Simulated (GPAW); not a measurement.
## Ga in GPAW: the effect of functional

Ga, a slab with vacuum:

```
CELL_PARAMETERS angstrom
2.98511 0.00000 0.00000
0.34371 2.96525 0.00000
0.00000 0.00000 24.92778
ATOMIC_POSITIONS crystal
Ga 0.50000 0.50000 0.30087
Ga 0.00000 0.00000 0.38052
Ga 0.50000 0.50000 0.46017
Ga 0.00000 0.00000 0.53983
Ga 0.50000 0.50000 0.61948
Ga 0.00000 0.00000 0.69913
```

The slab is cut from a database's or a generator's crystal, which needn't be the stable form of the element.

The cell isn't the ideal one: the (1 1 0) slab of Ga, cut from the database cell, not relaxed.

Alike in all runs:

| Item | Value |
| --- | --- |
| Program | GPAW 26.7.0 |
| Task | relaxation of the atoms |
| Cutoff | 450 eV |
| Basis | pw |
| k mesh | 9 × 9 × 1 |
| Occupations | fermi-dirac, width 0.05 eV |
| Spin | no spin polarisation |

Each run relaxes the cell or the atoms first.

| functional | potentials or basis | work function (eV) |
| --- | --- | --- |
| LDA | the program's PAW data sets (release 1.2.1) made for this functional | 4.50 |
| PBEsol | PAW data sets generated in the run's folder for this functional | ? |
| RPBE | the program's PAW data sets (release 1.2.1) made for this functional | 3.85 |
| r2SCAN | GPAW PAW data sets (gpaw-data 1.2.1) | 4.35 |

Problem. What does the run with functional PBEsol give?

Solution. Work function 4.26 eV.

Caveats: later steps reuse the first step's grids.

Runs at the PBE level aren't shown here.
